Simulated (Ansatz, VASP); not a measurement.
## Ru: VASP beside Ansatz

File INCAR:

```
PREC = Accurate
ENCUT = 520
EDIFF = 1E-6
ISMEAR = 0
SIGMA = 0.15
LREAL = F
LASPH = T
NELM = 60
ALGO = Fast
ISIF = 2
LWAVE = F
LCHARG = F
GGA = PE
NBANDS = 13
```

Contents of KPOINTS:

```
regular mesh
0
Gamma
  20 20 20
```

The input POSCAR:

```
Ru
1.0
    0.0000000000      1.9050840393      1.9050840393
    1.9050840393      0.0000000000      1.9050840393
    1.9050840393      1.9050840393      0.0000000000
Ru
1
Direct
    0.0000000000      0.0000000000      0.0000000000
```

Input for Ansatz:

```yaml
crystal:
  lattice:
    - [0.0, 1.9050840393, 1.9050840393]
    - [1.9050840393, 0.0, 1.9050840393]
    - [1.9050840393, 1.9050840393, 0.0]
  atoms:
    - { symbol: Ru, position: [0.0, 0.0, 0.0] }
basis:
  ecutwfc: 420
kpoints:
  mp_grid: { grid: [20, 20, 20] }
hamiltonian:
  xc: pbe
scf:
  occupations: { method: gaussian, width: 0.15 }
output:
  forces: true
  stress: true
  eigenvalues: true
  write_density: true
  write_potential: true
  elf: true
  volumetric_format: npy
```

This isn't the form of Ru at room conditions, which is hcp.

Alike in both runs: task single point; functional PBE; k mesh 20 × 20 × 20; occupations gaussian, width 0.15 eV; no spin polarisation.

|  | VASP | Ansatz |
| --- | --- | --- |
| version | VASP 6.6.1 | Ansatz 0.2.0 |
| potentials or method | VASP PAW PBE potentials, release 64 (Ru_pv) | scalar-relativistic, plane waves, PAW |
| plane-wave cutoff (eV) | 520 | 420 |
| valence electrons in the cell | 14 | 16 |

```csv
,VASP,Ansatz,Ansatz less VASP
gap on the k mesh at the Fermi level (eV),none,none,-
pressure (GPa),0.2,0.2,+0.06
```

A gap of «none» marks a metal or a gap that the smearing closes. The two sets of potentials don't hold the same shells in valence.
